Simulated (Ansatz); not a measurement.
Strain response of Sn

Level of theory: DFT PBEsol, scalar-relativistic, plane waves, PAW in Ansatz 0.2.0. Run with 420 eV cutoff, 12×12×8 k-mesh, Gaussian smearing of 0.10 eV, no spin polarisation.

Reference structure (relaxed):

```xyz
4
Lattice="3.2704 3.2704 0.0000 -3.2704 3.2704 0.0000 0.0000 0.0000 6.5407" Properties=species:S:1:pos:R:3 pbc="T T T"
Sn    0.0000    0.0000    3.2704
Sn   -1.6352    1.6352    1.6352
Sn    0.0000    3.2704    0.0000
Sn    1.6352    1.6352    4.9055
```

Deformation: shear that moves c along a by the strain times its height over the a-b plane, the cell held and the atoms relaxed, all within the symmetry that the strain leaves. Energies are extrapolated to zero smearing.

```tsv
strain (%)	ΔE (meV/atom)	a (Å)	b (Å)	c (Å)
+0.0	0.0	4.625	4.625	6.541
+1.0	0.3	4.625	4.625	6.541
+2.0	1.2	4.625	4.625	6.542
+3.0	2.6	4.625	4.625	6.544
+4.0	4.6	4.625	4.625	6.546
+6.0	10.6	4.625	4.625	6.552
```

(1) What stiffness (1/V) d²E/dε² at zero strain does a cubic fit over all points give?

## Answers

(1) A cubic fit gives (1/V) d²E/dε² = 25 GPa at zero strain (the shear constant for this plane and direction).